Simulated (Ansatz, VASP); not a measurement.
One calculation of As, two programs

File INCAR:

```
PREC     = Accurate       # precision mode
ENCUT    = 520            # plane-wave cutoff, eV
EDIFF    = 1E-6           # SCF threshold, eV
ISMEAR   = -1             # smearing method
SIGMA    = 0.05           # smearing width, eV
LREAL    = F              # projectors in reciprocal space
LASPH    = T              # aspherical terms in the spheres
NELM     = 100            # most SCF steps
ALGO     = Normal         # electronic algorithm
ISIF     = 2              # what is computed and relaxed
LWAVE    = F              # write WAVECAR
LCHARG   = F              # write CHGCAR
GGA      = PE             # functional
NBANDS   = 8              # bands
```

KPOINTS

```
Automatic mesh
0
Gamma
  10 10 10
```

POSCAR

```
As
1.0
    2.7100410000     -0.0173790000     -0.0118580000
   -0.0173790000      2.7297000000      0.0332640000
   -0.0118580000      0.0332640000      2.6721930000
As
1
Direct
    0.4843510000      0.5055250000      0.4963750000
```

input.yaml

```yaml
crystal:
  lattice:
    - [2.710041, -0.017379, -0.011858]
    - [-0.017379, 2.7297, 0.033264]
    - [-0.011858, 0.033264, 2.672193]
  atoms:
    - { symbol: As, position: [0.484351, 0.505525, 0.496375] }
kpoints:
  mp_grid: { grid: [10, 10, 10] }
scf:
  occupations: { method: fermi_dirac, width: 0.05 }
hamiltonian:
  xc: pbe
  pseudopotentials: { kind: all_electron, lapw: { basis_error: 0.001 } }
output:
  forces: true
  stress: true
  eigenvalues: true
  populations: true
```

Change from the starting cell: cell strained at random at fixed volume.

Alike in both runs: task single point; functional PBE; k mesh 10 × 10 × 10; occupations fermi-dirac, width 0.05 eV; no spin polarisation.

|  | VASP | Ansatz |
| --- | --- | --- |
| version | VASP 6.6.1 | Ansatz 0.2.0 |
| potentials or method | VASP PAW PBE potentials, release 64 (As) | all-electron LAPW, scalar-relativistic |
| plane-wave cutoff (eV) | 520 | see its input |

|  | VASP | Ansatz | Ansatz less VASP |
| --- | --- | --- | --- |
| gap on the k mesh at the Fermi level (eV) | none | none | - |
| pressure (GPa) | 2.4 | 2.2 | -0.19 |
| largest component of the traceless stress (GPa) | 2.24 | 2.22 | -0.026 |

A gap of «none» marks a metal or a gap that the smearing closes. Ansatz ran all-electron here, so the differences hold the error of VASP's frozen core and of both bases.
